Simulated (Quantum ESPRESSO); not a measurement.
# 2H-MoS2, 1 layer, rectangular cell: a series in strain along the second axis, part 4 of 7

What law, if any, do the results for 2H-MoS2, 1 layer, rectangular cell follow against strain along the second axis?

Quantum ESPRESSO 7.5; plane-wave DFT, PBE, GBRV ultrasoft pseudopotentials.

So far. Step 2 (Relaxing cell and ions of the reference):  The last row is no step: it is a fresh SCF in the final cell with a new plane-wave basis, -0 meV from the row before. Step 3 (Relaxation with pw.x, -4 %): The relaxation lowers the energy by 4 meV an atom.

### 6. Band structure, -4 %

Bands along a path place the edges.

File m0.bands.in:

```
&control
  prefix = 'm0.bands'
  outdir = './out'
  pseudo_dir = './pseudo'
  calculation = 'bands'
/
&system
  ibrav = 0
  nat = 6
  ntyp = 2
  ecutwfc = 40
  ecutrho = 200
  occupations = 'smearing'
  smearing = 'fd'
  degauss = 0.002
  nbnd = 32
/
&electrons
  conv_thr = 1e-07
  mixing_beta = 0.4
  electron_maxstep = 120
  mixing_mode = 'plain'
/
ATOMIC_SPECIES
  S   32.0600  s_pbe_v1.4.uspp.F.UPF
  Mo  95.9500  mo_pbe_v1.uspp.F.UPF
CELL_PARAMETERS angstrom
  3.18307604300000 0.00000000000000 0.00000000000000
  0.00000000000000 5.29275603648000 0.00000000000000
  0.00000000000000 0.00000000000000 18.26259773800000
ATOMIC_POSITIONS crystal
  S   0.999999999900 0.334213019300 0.413279938200
  S   0.500000000000 0.834212888600 0.413279915300
  Mo  0.000000000000 -0.001759260900 0.500000000000
  Mo  0.500000000000 0.498240778400 0.500000000000
  S   0.999999999900 0.334213019300 0.586720061800
  S   0.500000000000 0.834212888600 0.586720084700
K_POINTS crystal_b
5
  0.0000000000 0.0000000000 0.0000000000 12
  0.5000000000 0.0000000000 0.0000000000 12
  0.5000000000 0.5000000000 0.0000000000 12
  0.0000000000 0.5000000000 0.0000000000 12
  0.0000000000 0.0000000000 0.0000000000 1
```

On the command line:

```sh
cp -r out/m0.scf.save out/m0.bands.save
cp out/m0.scf.xml out/m0.bands.xml
OMP_NUM_THREADS=1 mpirun -n 4 pw.x -nk 4 -in m0.bands.in > m0.bands.out
```

The log of the run:

```text
[banner, memory and clock lines left out]
Program PWSCF v.7.5 starts

          URL

     Atomic positions and unit cell read from directory:
     ./out/m0.bands.save/

     Found identity + ( -0.5000  0.5000 -0.0000) symmetry
     This is a supercell, fractional translations are disabled
     Message from routine setup:
     using ibrav=0 with symmetry is DISCOURAGED, use correct ibrav instead

     G-vector sticks info

     bravais-lattice index     =            0
     lattice parameter (alat)  =       6.0151  a.u.
     unit-cell volume          =    2076.2902 (a.u.)^3
     number of atoms/cell      =            6
     number of atomic types    =            2
     number of electrons       =        52.00
     number of Kohn-Sham states=           32
     kinetic-energy cutoff     =      40.0000  Ry
     charge density cutoff     =     200.0000  Ry
     Exchange-correlation= SLA  PW   PBE  PBE
                           (   1   4   3   4   0   0   0)

     celldm(1)=   6.015142  celldm(2)=   0.000000  celldm(3)=   0.000000
     celldm(4)=   0.000000  celldm(5)=   0.000000  celldm(6)=   0.000000

     crystal axes: (cart. coord. in units of alat)
               a(1) = (   1.000000   0.000000   0.000000 )
               a(2) = (   0.000000   1.662780   0.000000 )
               a(3) = (   0.000000   0.000000   5.737405 )

     reciprocal axes: (cart. coord. in units 2 pi/alat)
               b(1) = (  1.000000  0.000000  0.000000 )
               b(2) = (  0.000000  0.601402  0.000000 )
               b(3) = (  0.000000  0.000000  0.174295 )

     PseudoPot. # 1 for S  read from file:
     ./pseudo/s_pbe_v1.4.uspp.F.UPF
     Pseudo is Ultrasoft + core correction, Zval =  6.0
     Generated by new atomic code, or converted to UPF format
     Using radial grid of  907 points,  6 beta functions with:
                l(1) =   0
                l(2) =   0
                l(3) =   1
                l(4) =   1
                l(5) =   2
                l(6) =   2
     Q(r) pseudized with  8 coefficients,  rinner =    1.300   1.300   1.300
                                                       1.300   1.300

     PseudoPot. # 2 for Mo read from file:
     ./pseudo/mo_pbe_v1.uspp.F.UPF
     Pseudo is Ultrasoft + core correction, Zval = 14.0
     Generated by new atomic code, or converted to UPF format
     Using radial grid of  889 points,  6 beta functions with:
                l(1) =   0
                l(2) =   0
                l(3) =   1
                l(4) =   1
                l(5) =   2
                l(6) =   2
     Q(r) pseudized with  6 coefficients,  rinner =    1.000   1.000   1.000
                                                       1.000   1.000

     atomic species   valence    mass     pseudopotential
     S                 6.00    32.06000     S ( 1.00)
     Mo               14.00    95.95000     Mo( 1.00)

      4 Sym. Ops. (no inversion) found

   Cartesian axes

     site n.     atom                  positions (alat units)
         1        S      tau(   1) = (   1.0000000   0.5557228   2.3711546  )
         2        S      tau(   2) = (   0.5000000   1.3871127   2.3711544  )
         3        Mo     tau(   3) = (   0.0000000  -0.0029253   2.8687027  )
         4        Mo     tau(   4) = (   0.5000000   0.8284649   2.8687027  )
         5        S      tau(   5) = (   1.0000000   0.5557228   3.3662509  )
         6        S      tau(   6) = (   0.5000000   1.3871127   3.3662510  )

     number of k points=    49  Fermi-Dirac smearing, width (Ry)=  0.0020
                       cart. coord. in units 2pi/alat
        k(    1) = (   0.0000000   0.0000000   0.0000000), wk =   0.0408163
        k(    2) = (   0.0416667   0.0000000   0.0000000), wk =   0.0408163
        k(    3) = (   0.0833333   0.0000000   0.0000000), wk =   0.0408163
        k(    4) = (   0.1250000   0.0000000   0.0000000), wk =   0.0408163
        k(    5) = (   0.1666667   0.0000000   0.0000000), wk =   0.0408163
        k(    6) = (   0.2083333   0.0000000   0.0000000), wk =   0.0408163
        k(    7) = (   0.2500000   0.0000000   0.0000000), wk =   0.0408163
        k(    8) = (   0.2916667   0.0000000   0.0000000), wk =   0.0408163
        k(    9) = (   0.3333333   0.0000000   0.0000000), wk =   0.0408163
        k(   10) = (   0.3750000   0.0000000   0.0000000), wk =   0.0408163
        k(   11) = (   0.4166667   0.0000000   0.0000000), wk =   0.0408163
        k(   12) = (   0.4583333   0.0000000   0.0000000), wk =   0.0408163
        k(   13) = (   0.5000000   0.0000000   0.0000000), wk =   0.0408163
        k(   14) = (   0.5000000   0.0250584   0.0000000), wk =   0.0408163
        k(   15) = (   0.5000000   0.0501169   0.0000000), wk =   0.0408163
        k(   16) = (   0.5000000   0.0751753   0.0000000), wk =   0.0408163
        k(   17) = (   0.5000000   0.1002337   0.0000000), wk =   0.0408163
        k(   18) = (   0.5000000   0.1252922   0.0000000), wk =   0.0408163
        k(   19) = (   0.5000000   0.1503506   0.0000000), wk =   0.0408163
        k(   20) = (   0.5000000   0.1754090   0.0000000), wk =   0.0408163
        k(   21) = (   0.5000000   0.2004675   0.0000000), wk =   0.0408163
        k(   22) = (   0.5000000   0.2255259   0.0000000), wk =   0.0408163
        k(   23) = (   0.5000000   0.2505843   0.0000000), wk =   0.0408163
        k(   24) = (   0.5000000   0.2756428   0.0000000), wk =   0.0408163
        k(   25) = (   0.5000000   0.3007012   0.0000000), wk =   0.0408163
        k(   26) = (   0.4583333   0.3007012   0.0000000), wk =   0.0408163
        k(   27) = (   0.4166667   0.3007012   0.0000000), wk =   0.0408163
        k(   28) = (   0.3750000   0.3007012   0.0000000), wk =   0.0408163
        k(   29) = (   0.3333333   0.3007012   0.0000000), wk =   0.0408163
        k(   30) = (   0.2916667   0.3007012   0.0000000), wk =   0.0408163
        k(   31) = (   0.2500000   0.3007012   0.0000000), wk =   0.0408163
        k(   32) = (   0.2083333   0.3007012   0.0000000), wk =   0.0408163
        k(   33) = (   0.1666667   0.3007012   0.0000000), wk =   0.0408163
        k(   34) = (   0.1250000   0.3007012   0.0000000), wk =   0.0408163
        k(   35) = (   0.0833333   0.3007012   0.0000000), wk =   0.0408163
        k(   36) = (   0.0416667   0.3007012   0.0000000), wk =   0.0408163
        k(   37) = (   0.0000000   0.3007012   0.0000000), wk =   0.0408163
        k(   38) = (   0.0000000   0.2756428   0.0000000), wk =   0.0408163
        k(   39) = (   0.0000000   0.2505843   0.0000000), wk =   0.0408163
        k(   40) = (   0.0000000   0.2255259   0.0000000), wk =   0.0408163
        k(   41) = (   0.0000000   0.2004675   0.0000000), wk =   0.0408163
[...]
-0.8851  -0.8851   2.1301   2.1303   2.6761   2.6762   3.6328   3.6329

          k = 0.3750 0.3007 0.0000 (  8896 PWs)   bands (ev):

   -61.0261 -61.0260 -35.3757 -35.3756 -35.1614 -35.1613 -35.0383 -35.0382
   -12.6588 -12.6588 -12.4634 -12.4634  -5.9468  -5.9468  -5.0397  -5.0397
    -4.2851  -4.2850  -3.2326  -3.2326  -2.1266  -2.1266  -1.4747  -1.4746
    -0.9321  -0.9321   2.0627   2.0628   2.6275   2.6275   3.4741   3.4741

          k = 0.3333 0.3007 0.0000 (  8900 PWs)   bands (ev):

   -61.0281 -61.0280 -35.3499 -35.3499 -35.1654 -35.1653 -35.0409 -35.0409
   -12.7836 -12.7836 -12.5043 -12.5043  -5.7729  -5.7729  -4.8975  -4.8975
    -4.2154  -4.2153  -3.2817  -3.2817  -1.9614  -1.9614  -1.6970  -1.6970
    -0.9970  -0.9969   1.9616   1.9617   2.5882   2.5882   3.2457   3.2457

          k = 0.2917 0.3007 0.0000 (  8886 PWs)   bands (ev):

   -61.0304 -61.0303 -35.3200 -35.3200 -35.1701 -35.1700 -35.0438 -35.0438
   -12.9221 -12.9221 -12.5514 -12.5514  -5.5906  -5.5906  -4.7151  -4.7151
    -4.1553  -4.1553  -3.3484  -3.3483  -1.8837  -1.8837  -1.7638  -1.7637
    -1.0598  -1.0598   1.8429   1.8430   2.5544   2.5545   2.9896   2.9897

          k = 0.2500 0.3007 0.0000 (  8878 PWs)   bands (ev):

   -61.0328 -61.0327 -35.2879 -35.2878 -35.1751 -35.1750 -35.0467 -35.0467
   -13.0636 -13.0636 -12.6012 -12.6012  -5.4254  -5.4254  -4.4968  -4.4968
    -4.1159  -4.1159  -3.4209  -3.4208  -2.0075  -2.0075  -1.5633  -1.5632
    -1.1034  -1.1034   1.7306   1.7306   2.5157   2.5157   2.7463   2.7463

          k = 0.2083 0.3007 0.0000 (  8900 PWs)   bands (ev):

   -61.0353 -61.0352 -35.2559 -35.2559 -35.1802 -35.1801 -35.0492 -35.0492
   -13.1988 -13.1987 -12.6503 -12.6503  -5.3038  -5.3038  -4.2543  -4.2543
    -4.0904  -4.0904  -3.4827  -3.4827  -2.0654  -2.0654  -1.3980  -1.3979
    -1.1161  -1.1160   1.6478   1.6478   2.4648   2.4649   2.5545   2.5545

          k = 0.1667 0.3007 0.0000 (  8900 PWs)   bands (ev):

   -61.0375 -61.0374 -35.2265 -35.2265 -35.1849 -35.1848 -35.0511 -35.0511
   -13.3198 -13.3198 -12.6954 -12.6954  -5.2436  -5.2436  -4.0581  -4.0580
    -4.0207  -4.0207  -3.5012  -3.5012  -2.0779  -2.0779  -1.3078  -1.3077
    -1.0966  -1.0966   1.6136   1.6137   2.3996   2.3996   2.4506   2.4506

          k = 0.1250 0.3007 0.0000 (  8862 PWs)   bands (ev):

   -61.0395 -61.0394 -35.2017 -35.2016 -35.1889 -35.1888 -35.0521 -35.0521
   -13.4203 -13.4203 -12.7336 -12.7336  -5.2398  -5.2398  -4.0088  -4.0087
    -3.8781  -3.8781  -3.4018  -3.4018  -2.0698  -2.0698  -1.3181  -1.3180
    -1.0580  -1.0580   1.6392   1.6393   2.3202   2.3203   2.4547   2.4548

          k = 0.0833 0.3007 0.0000 (  8850 PWs)   bands (ev):

   -61.0410 -61.0409 -35.1919 -35.1918 -35.1832 -35.1831 -35.0523 -35.0522
   -13.4956 -13.4956 -12.7627 -12.7627  -5.2662  -5.2662  -3.9539  -3.9538
    -3.8492  -3.8492  -3.1815  -3.1815  -2.0565  -2.0565  -1.4189  -1.4188
    -1.0196  -1.0196   1.7218   1.7218   2.2268   2.2269   2.5520   2.5520

          k = 0.0417 0.3007 0.0000 (  8822 PWs)   bands (ev):

   -61.0419 -61.0418 -35.1939 -35.1938 -35.1719 -35.1719 -35.0520 -35.0519
   -13.5421 -13.5421 -12.7808 -12.7808  -5.2944  -5.2943  -3.9121  -3.9121
    -3.8549  -3.8548  -2.9638  -2.9637  -2.0455  -2.0455  -1.5534  -1.5534
    -0.9946  -0.9946   1.8407   1.8408   2.1197   2.1198   2.6841   2.6842

          k = 0.0000 0.3007 0.0000 (  8816 PWs)   bands (ev):

   -61.0422 -61.0422 -35.1945 -35.1944 -35.1682 -35.1681 -35.0518 -35.0518
   -13.5578 -13.5578 -12.7870 -12.7870  -5.3057  -5.3057  -3.8968  -3.8967
    -3.8591  -3.8591  -2.8686  -2.8686  -2.0413  -2.0413  -1.6208  -1.6208
    -0.9864  -0.9863   1.9371   1.9371   2.0316   2.0316   2.7511   2.7512

          k = 0.0000 0.2756 0.0000 (  8842 PWs)   bands (ev):

   -61.0458 -61.0386 -35.2010 -35.1994 -35.1879 -35.1367 -35.0599 -35.0437
   -13.6922 -13.4190 -12.8495 -12.7225  -5.3254  -5.3248  -4.0345  -3.9569
    -3.8058  -3.6848  -2.9842  -2.7474  -2.1562  -1.9290  -1.7145  -1.5254
    -1.0762  -0.8878   1.9504   1.9512   2.0019   2.0755   2.6494   2.8632

          k = 0.0000 0.2506 0.0000 (  8832 PWs)   bands (ev):

   -61.0493 -61.0351 -35.2301 -35.2075 -35.1814 -35.1056 -35.0679 -35.0356
   -13.8203 -13.2777 -12.9093 -12.6570  -5.3816  -5.3771  -4.2089  -3.9935
    -3.6848  -3.5131  -3.0929  -2.6221  -2.2709  -1.8220  -1.8024  -1.4337
    -1.1464  -0.7909   1.9878   1.9889   1.9939   2.1317   2.5643   2.9792

          k = 0.0000 0.2255 0.0000 (  8834 PWs)   bands (ev):

   -61.0527 -61.0317 -35.2595 -35.2137 -35.1752 -35.0755 -35.0755 -35.0279
   -13.9406 -13.1361 -12.9654 -12.5917  -5.4654  -5.4523  -4.3797  -4.0200
    -3.5405  -3.3450  -3.1938  -2.4944  -2.3827  -1.8820  -1.7227  -1.3520
    -1.1878  -0.7039   1.9899   2.0463   2.0682   2.1974   2.5019   3.0936

          k = 0.0000 0.2005 0.0000 (  8838 PWs)   bands (ev):

   -61.0559 -61.0285 -35.2873 -35.2196 -35.1692 -35.0828 -35.0469 -35.0206
   -14.0518 -13.0172 -12.9968 -12.5277  -5.5659  -5.5401  -4.5442  -4.0486
    -3.3815  -3.2860  -3.1811  -2.4892  -2.3665  -1.9519  -1.6333  -1.2871
    -1.1951  -0.6319   2.0076   2.1193   2.1713   2.2699   2.4672   3.2143

          k = 0.0000 0.1754 0.0000 (  8834 PWs)   bands (ev):

   -61.0589 -61.0255 -35.3129 -35.2251 -35.1637 -35.0895 -35.0202 -35.0138
   -14.1526 -13.0641 -12.8625 -12.4665  -5.6733  -5.6317  -4.6990  -4.0867
    -3.3688  -3.2161  -3.0218  -2.5882  -2.2410  -2.0117  -1.5551  -1.2448
    -1.1683  -0.5767   2.0391   2.2044   2.2981   2.3459   2.4630   3.0992

          k = 0.0000 0.1504 0.0000 (  8828 PWs)   bands (ev):

   -61.0615 -61.0228 -35.3360 -35.2300 -35.1588 -35.0956 -35.0076 -34.9960
   -14.2420 -13.1057 -12.7363 -12.4094  -5.7799  -5.7207  -4.8412  -4.1350
    -3.4415  -3.0521  -2.8679  -2.6777  -2.1208  -2.0613  -1.4889  -1.2285
    -1.1132  -0.5373   2.0815   2.2979   2.4220   2.4408   2.4887   2.9855

          k = 0.0000 0.1253 0.0000 (  8836 PWs)   bands (ev):

   -61.0639 -61.0204 -35.3562 -35.2343 -35.1544 -35.1009 -35.0022 -34.9746
   -14.3192 -13.1416 -12.6215 -12.3579  -5.8800  -5.8021  -4.9676  -4.1897
    -3.5038  -2.8969  -2.7560  -2.7203  -2.1015  -2.0092  -1.4346  -1.2385
    -1.0393  -0.5110   2.1305   2.3959   2.4947   2.5393   2.5899   2.8772

          k = 0.0000 0.1002 0.0000 (  8838 PWs)   bands (ev):

   -61.0659 -61.0184 -35.3732 -35.2379 -35.1507 -35.1054 -34.9976 -34.9566
   -14.3833 -13.1713 -12.5214 -12.3134  -5.9687  -5.8726  -5.0754  -4.2451
    -3.5552  -2.8219  -2.7573  -2.5815  -2.1329  -1.9101  -1.3919  -1.2714
    -0.9581  -0.4947   2.1811   2.4934   2.5605   2.6063   2.7350   2.7792

          k = 0.0000 0.0752 0.0000 (  8834 PWs)   bands (ev):

   -61.0675 -61.0168 -35.3866 -35.2408 -35.1478 -35.1089 -34.9940 -34.9423
   -14.4339 -13.1947 -12.4393 -12.2771  -6.0422  -5.9296  -5.1621  -4.2950
    -3.5955  -2.8743  -2.6401  -2.4555  -2.1563  -1.8273  -1.3600  -1.3202
    -0.8810  -0.4854   2.2279   2.5838   2.6159   2.6778   2.6962   2.8650

          k = 0.0000 0.0501 0.0000 (  8824 PWs)   bands (ev):

   -61.0686 -61.0156 -35.3964 -35.2429 -35.1456 -35.1115 -34.9913 -34.9318
   -14.4703 -13.2116 -12.3781 -12.2503  -6.0972  -5.9715  -5.2255  -4.3344
    -3.6245  -2.9122  -2.5513  -2.3498  -2.1724  -1.7648  -1.3740  -1.3380
    -0.8181  -0.4806   2.2658   2.6329   2.6579   2.6589   2.7412   2.9690

          k = 0.0000 0.0251 0.0000 (  8829 PWs)   bands (ev):

   -61.0693 -61.0149 -35.4023 -35.2442 -35.1443 -35.1131 -34.9897 -34.9255
   -14.4923 -13.2218 -12.3404 -12.2338  -6.1313  -5.9970  -5.2643  -4.3596
    -3.6419  -2.9352  -2.4959  -2.2762  -2.1819  -1.7258  -1.4177  -1.3252
    -0.7770  -0.4784   2.2904   2.5932   2.6842   2.7093   2.7847   3.0367

          k = 0.0000 0.0000 0.0000 (  8825 PWs)   bands (ev):

   -61.0695 -61.0147 -35.4043 -35.2446 -35.1439 -35.1136 -34.9892 -34.9233
   -14.4996 -13.2252 -12.3276 -12.2283  -6.1429  -6.0056  -5.2773  -4.3682
    -3.6477  -2.9429  -2.4770  -2.2493  -2.1850  -1.7125  -1.4350  -1.3209
    -0.7628  -0.4778   2.2990   2.5796   2.6931   2.7271   2.8002   3.0602

     XML data file, pseudopotentials, collected wavefunctions

                                        0.00s GPU  (     586 calls)
```

Run time: 69 s. Hardware: 4 MPI ranks of Arm Neoverse V1, shared host; peak memory 0.46 GiB; 4.6 min of CPU time.

Numbers from this step:

* valence top, on the run's zero: -0.2149 eV
* conduction bottom, on the run's zero: 1.614 eV
* gap by band count: 1.828 eV

Band numbers count within the set of bands kept for display. Electronic bands along the path, in eV, zero at the highest filled level of the SCF mesh; v1 is the highest filled band, c1 the lowest empty one:

```tsv
point	v4	v3	v2	v1	c1	c2	c3	c4
Γ	-1.19	-1.08	-0.52	-0.23	2.54	2.83	2.94	2.97
halfway	-1.79	-0.96	-0.62	-0.09	2.02	2.14	2.57	2.76
X	-1.77	-1.77	-0.36	-0.36	2.22	2.22	2.84	2.84
halfway	-1.87	-1.87	-0.37	-0.37	2.38	2.38	2.85	2.85
S	-0.75	-0.75	-0.65	-0.65	2.42	2.42	2.98	2.98
halfway	-1.32	-1.32	-0.86	-0.86	1.98	1.98	2.76	2.76
Y	-1.38	-1.37	-0.74	-0.74	2.18	2.18	2.28	2.28
halfway	-1.24	-0.98	-0.87	-0.29	2.33	2.54	2.67	2.69
Γ	-1.19	-1.08	-0.52	-0.23	2.54	2.83	2.94	2.97
```

Along this path the valence top lies between Γ and X and the conduction bottom between S and Y.

(Part 4 of 7 ends here.)

[Logs are printed without paths, hosts, clocks, repeated set-up lines and the standing remarks that a program may print on its own settings, such as how far it seeks lower states.]

[Hosts, paths, dates, database ids (printed as entryN), source tags and the programs' standing remarks are cut or masked in the printed files.]

[Maps of the electrostatic potential energy from Ansatz leave out the sawtooth potential of an applied field or a dipole correction, so their vacuum need not be flat; planar profiles and work functions include it.]
